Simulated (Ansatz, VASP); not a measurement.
## MgS (Niningerite): VASP beside Ansatz

```
Mg S
1.0
     0.00000    2.60165    2.60165
     2.60165    0.00000    2.60165
     2.60165    2.60165    0.00000
Mg S
1 1
Direct
  0.00000 0.00000 0.00000
  0.50000 0.50000 0.50000
```

Alike in both runs: functional r2SCAN; k mesh 8 × 8 × 8; occupations gaussian, width 0.02 eV; no spin polarisation.

Ansatz relaxed the structure, and its values are those at the end. VASP's run is a single point on that final structure, the one shown.

```csv
,VASP,Ansatz
version,VASP 6.6.1,Ansatz 0.2.0
potentials or method,"VASP PAW PBE potentials, release 64 (Mg, S)","scalar-relativistic, plane waves, PAW"
plane-wave cutoff (eV),520,500
valence electrons in the cell,8,16
```

Ansatz gave:

```
gap on the k mesh at the Fermi level (eV) : 3.46
least direct gap on the mesh (eV)         : 4.64
pressure (GPa)                            : 0.0
```

Task: Which values does VASP return?

Result: gap on the k mesh at the Fermi level (eV): 3.43; least direct gap on the mesh (eV): 4.61; pressure (GPa): -0.5.

The two sets of potentials don't hold the same shells in valence.

Caveats: the PAW data sets were made with another functional, which shifts forces and pressure a little (VASP). r2SCAN opens gaps a little over a GGA but as a rule still falls short of measured ones. A k mesh can miss the band edges.
